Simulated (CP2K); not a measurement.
# TePb (Fm-3m) in CP2K: a series of runs

Aim: see how the results for TePb move with the level of theory and the settings. Levels: RPBE, PBE, LDA. Tasks: band structure.

Program: CP2K 2026.2. These are calculated values, not measurements. Logs are shortened: lines on timing, memory, paths and dates and some standing lists are left out, and cuts for length are marked.

**Measured values to compare with.**

A printed reference work, monograph reports, for a bulk crystal of TePb at 4.2 K: band gap 0.19 eV (direct).

How close the calculation comes is told below.

### Step 1. The structure

The structure is cubic, space group Fm-3m (No. 225). Conventional cell: a = 6.462 Å, b = 6.462 Å, c = 6.462 Å, α = 90.00°, β = 90.00°, γ = 90.00°. Pb (site symmetry m-3m) has 6 Te at 3.23 Å as nearest neighbours. Around Te (site symmetry m-3m) lie 6 Pb at 3.23 Å.

### Step 2. Band structure, RPBE

File tepb_bands.inp:

```
&GLOBAL
  PROJECT tepb_bands
  RUN_TYPE ENERGY_FORCE
  PRINT_LEVEL LOW
&END GLOBAL
&FORCE_EVAL
  METHOD QS
  STRESS_TENSOR ANALYTICAL
  &DFT
    BASIS_SET_FILE_NAME BASIS_MOLOPT_UZH
    POTENTIAL_FILE_NAME POTENTIAL_UZH
    &MGRID
      CUTOFF 450
      REL_CUTOFF 60
      NGRIDS 5
    &END MGRID
    &QS
      METHOD GPW
      EPS_DEFAULT 1.0E-10
    &END QS
    &KPOINTS
      SCHEME MONKHORST-PACK 7 7 7
      GAMMA_CENTERED T
      SYMMETRY T
      SYMMETRY_BACKEND SPGLIB
    &END KPOINTS
    &SCF
      SCF_GUESS ATOMIC
      EPS_SCF 1.0E-6
      MAX_SCF 100
      ADDED_MOS 10
      CHOLESKY OFF
      EPS_EIGVAL 1.0E-7
      &DIAGONALIZATION ON
        ALGORITHM STANDARD
      &END DIAGONALIZATION
      &MIXING ON
        METHOD BROYDEN_MIXING
        ALPHA 0.4
        BETA 1.5
        NBUFFER 8
      &END MIXING
      &SMEAR ON
        METHOD FERMI_DIRAC
        ELECTRONIC_TEMPERATURE [K] 580.226
      &END SMEAR
    &END SCF
    &XC
      &XC_FUNCTIONAL
        &GGA_X_RPBE
        &END GGA_X_RPBE
        &GGA_C_PBE
        &END GGA_C_PBE
      &END XC_FUNCTIONAL
    &END XC
    &PRINT
      &KPOINTS ON
      &END KPOINTS
      &MULLIKEN ON
      &END MULLIKEN
      &MO ON
        ENERGIES T
        OCCUPATION_NUMBERS T
        &EACH
          QS_SCF 0
        &END EACH
        ADD_LAST NUMERIC
      &END MO
      &LOWDIN ON
      &END LOWDIN
      &HIRSHFELD ON
        SHAPE_FUNCTION DENSITY
      &END HIRSHFELD
      &BAND_STRUCTURE
        FILE_NAME bands.bs
        ADDED_MOS 2
        &KPOINT_SET
          UNITS B_VECTOR
          NPOINTS 6
          SPECIAL_POINT GAMMA 0.00000000 0.00000000 0.00000000
          SPECIAL_POINT X 0.50000000 0.00000000 0.50000000
          SPECIAL_POINT W 0.50000000 0.25000000 0.75000000
          SPECIAL_POINT K 0.37500000 0.37500000 0.75000000
          SPECIAL_POINT GAMMA 0.00000000 0.00000000 0.00000000
          SPECIAL_POINT L 0.50000000 0.50000000 0.50000000
          SPECIAL_POINT U 0.62500000 0.25000000 0.62500000
          SPECIAL_POINT W 0.50000000 0.25000000 0.75000000
          SPECIAL_POINT L 0.50000000 0.50000000 0.50000000
          SPECIAL_POINT K 0.37500000 0.37500000 0.75000000
        &END KPOINT_SET
        &KPOINT_SET
          UNITS B_VECTOR
          NPOINTS 6
          SPECIAL_POINT U 0.62500000 0.25000000 0.62500000
          SPECIAL_POINT X 0.50000000 0.00000000 0.50000000
        &END KPOINT_SET
      &END BAND_STRUCTURE
    &END PRINT
  &END DFT
  &SUBSYS
    &CELL
      A 4.5693240200 0.0000000000 0.0000000000
      B 2.2846620100 3.9571506795 0.0000000000
      C 2.2846620100 1.3190502265 3.7308374395
      PERIODIC XYZ
    &END CELL
    &COORD
      SCALED
      Pb  0.0000000000 0.0000000000 0.0000000000
      Te  0.5000000000 0.5000000000 0.5000000000
    &END COORD
    &KIND Pb
      BASIS_SET TZVP-MOLOPT-PBE-GTH-q4
      POTENTIAL GTH-PBE-q4
    &END KIND
    &KIND Te
      BASIS_SET TZVP-MOLOPT-PBE-GTH-q6
      POTENTIAL GTH-PBE-q6
    &END KIND
    &PRINT
      &ATOMIC_COORDINATES ON
      &END ATOMIC_COORDINATES
      &CELL ON
      &END CELL
    &END PRINT
  &END SUBSYS
  &PRINT
    &FORCES ON
    &END FORCES
    &STRESS_TENSOR ON
    &END STRESS_TENSOR
  &END PRINT
&END FORCE_EVAL
```

Potentials or basis: POTENTIAL_UZH Pb GTH-PBE-q4, Te GTH-PBE-q6; TZVP-MOLOPT-PBE-GTH basis.

Run with:

```console
$ OMP_NUM_THREADS=1 cp2k.psmp -i tepb_bands.inp -o tepb_bands.out
```

tepb_bands.out:

```text

 CP2K| version string:                                       CP2K version 2026.2
 CP2K| Input file name                                            tepb_bands.inp

 GLOBAL| Force Environment number                                              1
 GLOBAL| Basis set file name                                    BASIS_MOLOPT_UZH
 GLOBAL| Potential file name                                       POTENTIAL_UZH
 GLOBAL| MM Potential file name                                     MM_POTENTIAL
 GLOBAL| Coordinate file name                                      __STD_INPUT__
 GLOBAL| Method name                                                        CP2K
 GLOBAL| Project name                                                 tepb_bands
 GLOBAL| Run type                                                   ENERGY_FORCE
 GLOBAL| FFT library                                                       FFTW3
 GLOBAL| Diagonalization library                                       ScaLAPACK
 GLOBAL| Cholesky decomposition library                                ScaLAPACK
 GLOBAL| DGEMM library                                                      BLAS
 GLOBAL| Direct generalized diagonalization requested                          F
 GLOBAL| Matrix multiplication library                                 ScaLAPACK
 GLOBAL| Global print level                                                  LOW
 GLOBAL| Total number of message passing processes                             1
 GLOBAL| Number of threads for this process                                    1
 GLOBAL| CPU model name                                                  UNKNOWN

 CELL| Volume [angstrom^3]:                                            67.459151
 CELL| Vector a [angstrom]:       4.569     0.000     0.000   |a| =     4.569324
 CELL| Vector b [angstrom]:       2.285     3.957     0.000   |b| =     4.569324
 CELL| Vector c [angstrom]:       2.285     1.319     3.731   |c| =     4.569324
 CELL| Angle (b,c), alpha [degree]:                                    60.000000
 CELL| Angle (a,c), beta  [degree]:                                    60.000000
 CELL| Angle (a,b), gamma [degree]:                                    60.000000
 CELL| Numerically orthorhombic:                                              NO
 CELL| Periodicity                                                           XYZ

 CELL_REF| Volume [angstrom^3]:                                        67.459151
 CELL_REF| Vector a [angstrom     4.569     0.000     0.000   |a| =     4.569324
 CELL_REF| Vector b [angstrom     2.285     3.957     0.000   |b| =     4.569324
 CELL_REF| Vector c [angstrom     2.285     1.319     3.731   |c| =     4.569324
 CELL_REF| Angle (b,c), alpha [degree]:                                60.000000
 CELL_REF| Angle (a,c), beta  [degree]:                                60.000000
 CELL_REF| Angle (a,b), gamma [degree]:                                60.000000
 CELL_REF| Numerically orthorhombic:                                          NO
 CELL_REF| Periodicity                                                       XYZ
[... 9 lines left out ...]
 TOTAL NUMBERS AND MAXIMUM NUMBERS

  Total number of            - Atomic kinds:                                   2
                             - Atoms:                                          2
                             - Shell sets:                                     2
                             - Shells:                                        14
                             - Primitive Cartesian functions:                  8
                             - Cartesian basis functions:                     36
                             - Spherical basis functions:                     34

  Maximum angular momentum of- Orbital basis functions:                        2
                             - Local part of the GTH pseudopotential:          0
                             - Non-local part of the GTH pseudopotential:      4

 MODULE QUICKSTEP: ATOMIC COORDINATES IN ANGSTROM

   Atom Kind Element         X             Y             Z       Z(eff)     Mass
      1    1 Pb   82      0.000000      0.000000      0.000000   4.0000 207.2000
      2    2 Te   52      4.569324      2.638100      1.865419   6.0000 127.6000

 SCF PARAMETERS         Density guess:                                    ATOMIC
                        --------------------------------------------------------
                        max_scf:                                             100
                        max_scf_history:                                       0
                        max_diis:                                              4
[... 5 lines left out ...]
                        --------------------------------------------------------
                        level_shift [a.u.]:                             0.000000
                        added MOs                                        10    0
[... 78 lines left out ...]
  Electronic density on regular grids:        -10.0000000000       -0.0000000000
  Core density on regular grids:                9.9999999962       -0.0000000038
  Total charge density on r-space grids:       -0.0000000038
  Total charge density g-space grids:          -0.0000000038

  Overlap energy of the core charge distribution:               0.00000000002223
  Self energy of the core charge distribution:                -24.78996145555788
  Core Hamiltonian energy:                                      5.02048836201653
  Hartree energy:                                              10.84860680504125
  Exchange-correlation energy:                                 -2.81724763190579
  Electronic entropic energy:                                  -0.00000011026580
  Fermi energy:                                                 0.15769106556335

  Total energy:                                               -11.73811403064959
  Total energy (extrapolated to T->0):                        -11.73811397551669

 MO| EIGENVALUES AND OCCUPATION NUMBERS FOR K POINT 1
 MO|
 MO|  Index      Eigenvalue [a.u.]        Eigenvalue [eV]             Occupation
 MO|      1              -0.256398              -6.976947               2.000000
 MO|      2              -0.170272              -4.633334               2.000000
 MO|      3               0.102926               2.800750               2.000000
 MO|      4               0.102926               2.800752               2.000000
 MO|      5               0.139495               3.795839               1.999900
 MO|      6               0.175628               4.779074               0.000115
 MO|      7               0.192134               5.228231               0.000000
 MO|      8               0.192134               5.228232               0.000000
 MO|      9               0.469864              12.785655               0.000000
 MO|     10               0.528500              14.381214               0.000000
 MO|     11               0.528500              14.381215               0.000000
 MO|     12               0.556367              15.139513               0.000000
 MO|     13               0.649629              17.677316               0.000000
[... 268 lines left out ...]
 MO|      4               0.096510               2.626164               2.000000
 MO|      5               0.121620               3.309445               2.000000
 MO|      6               0.211836               5.764354               0.000000
 MO|      7               0.222484               6.054109               0.000000
 MO|      8               0.222484               6.054111               0.000000
 MO|      9               0.410497              11.170190               0.000000
 MO|     10               0.441875              12.024036               0.000000
 MO|     11               0.441875              12.024040               0.000000
 MO|     12               0.567527              15.443203               0.000000
 MO|     13               0.618523              16.830868               0.000000
 MO|     14               0.618524              16.830880               0.000000
 MO|     15               0.747065              20.328662               0.000000
 MO| Sum:                                                              10.000000
 MO| E(Fermi):            0.157691 a.u.          4.290992 eV

 [... the levels of further k-points ...]

 !-----------------------------------------------------------------------------!
                     Mulliken Population Analysis

 #  Atom  Element  Kind  Atomic population                           Net charge
       1     Pb       1          3.406387                              0.593613
       2     Te       2          6.593613                             -0.593613
 # Total charge                             10.000000                  0.000000

 !-----------------------------------------------------------------------------!

 !-----------------------------------------------------------------------------!
                           Hirshfeld Charges

  #Atom  Element  Kind  Ref Charge     Population                    Net charge
      1       Pb     1       4.000          3.824                         0.176
      2       Te     2       6.000          6.176                        -0.176

  Total Charge                                                           -0.000
 !-----------------------------------------------------------------------------!

 LOWDIN POPULATION ANALYSIS

 #  Atom  Element  Kind  Atomic population                           Net charge
       1     Pb       1          4.442266                             -0.442266
       2     Te       2          5.557734                              0.442266
 # Total charge                             10.000000                 -0.000000

 KPOINTS| Band Structure Calculation
 KPOINTS| Number of k-point sets                                               2
 KPOINTS| Number of added MOs/bands                                            2
 KPOINTS| Number of k-points in set    1                                      55
 KPOINTS| In units of b-vector [2pi/Bohr]
 KPOINTS| Special point     1       GAMMA     0.000000     0.000000     0.000000
 KPOINTS| Special point     2           X     0.500000     0.000000     0.500000
 KPOINTS| Special point     3           W     0.500000     0.250000     0.750000
 KPOINTS| Special point     4           K     0.375000     0.375000     0.750000
 KPOINTS| Special point     5       GAMMA     0.000000     0.000000     0.000000
 KPOINTS| Special point     6           L     0.500000     0.500000     0.500000
 KPOINTS| Special point     7           U     0.625000     0.250000     0.625000
 KPOINTS| Special point     8           W     0.500000     0.250000     0.750000
 KPOINTS| Special point     9           L     0.500000     0.500000     0.500000
 KPOINTS| Special point    10           K     0.375000     0.375000     0.750000
 KPOINTS| Number of k-points in set    2                                       7
 KPOINTS| In units of b-vector [2pi/Bohr]
 KPOINTS| Special point     1           U     0.625000     0.250000     0.625000
 KPOINTS| Special point     2           X     0.500000     0.000000     0.500000

 ENERGY| Total FORCE_EVAL ( QS ) energy [hartree]            -11.738113860880032

 FORCES| Atomic forces [hartree/bohr]
 FORCES|   Atom     x               y               z               |f|
 FORCES|      1 -1.64474213E-15  1.49250960E-16  1.07691083E-15   1.97159566E-15
 FORCES|      2  4.51467316E-14  2.49139841E-14  6.66764378E-14   8.42892717E-14
 FORCES| Sum     4.35019894E-14  2.50632350E-14  6.77533486E-14
 FORCES| Total atomic force                                       8.43273685E-14

 STRESS| Analytical stress tensor [bar]
 STRESS|                        x                   y                   z
 STRESS|      x        3.21426982150E+04   3.43224635086E-03   2.50395810567E-03
 STRESS|      y        3.43224635086E-03   3.21427594832E+04   2.09885999947E-01
 STRESS|      z        2.50395810567E-03   2.09885999947E-01   3.21429793387E+04
 STRESS| 1/3 Trace                                             3.21428123457E+04
 STRESS| Determinant                                           3.32086803916E+13

 STRESS| Eigenvectors and eigenvalues of the analytical stress tensor [bar]
 STRESS|                        1                   2                   3
 STRESS| Eigenvalues   3.21426324391E+04   3.21426982183E+04   3.21431063795E+04
 STRESS|      x          -0.024898834234      0.999643864847      0.009601641920
 STRESS|      y           0.855401232591      0.016333460091      0.517708363234
 STRESS|      z          -0.517367161052     -0.021103591051      0.855503278258
```

It took 11 s on 1 thread of Arm Neoverse V2, shared host; peak memory 0.3 GiB.

Results:

```yaml
Free_energy: -319.4103 eV
Pressure: 3.2 GPa
Band_gap_along_the_path: 0.65 eV, direct
Mulliken_charges: Pb +0.59; Te -0.59 e
Hirshfeld_charges: Pb +0.18; Te -0.18 e
```

Levels at the corners of the path, in eV from the Fermi level:
```tsv
point	band 2	band 3	band 4	band 5	band 6	band 7	band 8	band 9
Γ	-6.02	-1.83	-1.83	-1.83	3.87	3.87	3.87	5.76
X	-7.79	-5.07	-3.33	-3.33	2.99	5.26	5.26	6.37
W	-8.51	-4.35	-4.35	-0.84	1.24	5.06	5.06	7.05
K	-8.48	-4.68	-2.84	-2.59	3.26	3.40	5.15	5.67
Γ	-6.02	-1.83	-1.83	-1.83	3.87	3.87	3.87	5.76
L	-9.13	-1.46	-1.46	-0.36	0.29	0.82	0.82	9.06
U	-8.48	-4.68	-2.84	-2.59	3.26	3.40	5.15	5.67
W	-8.51	-4.35	-4.35	-0.84	1.24	5.06	5.06	7.05
L	-9.13	-1.46	-1.46	-0.36	0.29	0.82	0.82	9.06
K	-8.48	-4.68	-2.84	-2.59	3.26	3.40	5.15	5.67
U	-8.48	-4.68	-2.84	-2.59	3.26	3.40	5.15	5.67
X	-7.79	-5.07	-3.33	-3.33	2.99	5.26	5.26	6.37
```

Caveat: Mulliken charges move with the basis; this odd mesh misses L, where the gap lies, so gap, dielectric constants and Born charges aren't listed; the potentials were made for another functional, which shifts forces and pressure; spin-orbit coupling is left out, which moves the levels of the heavy elements; the basis of atomic orbitals isn't converged, which shifts pressures, moduli and gaps.

[end of part 1 of 2]
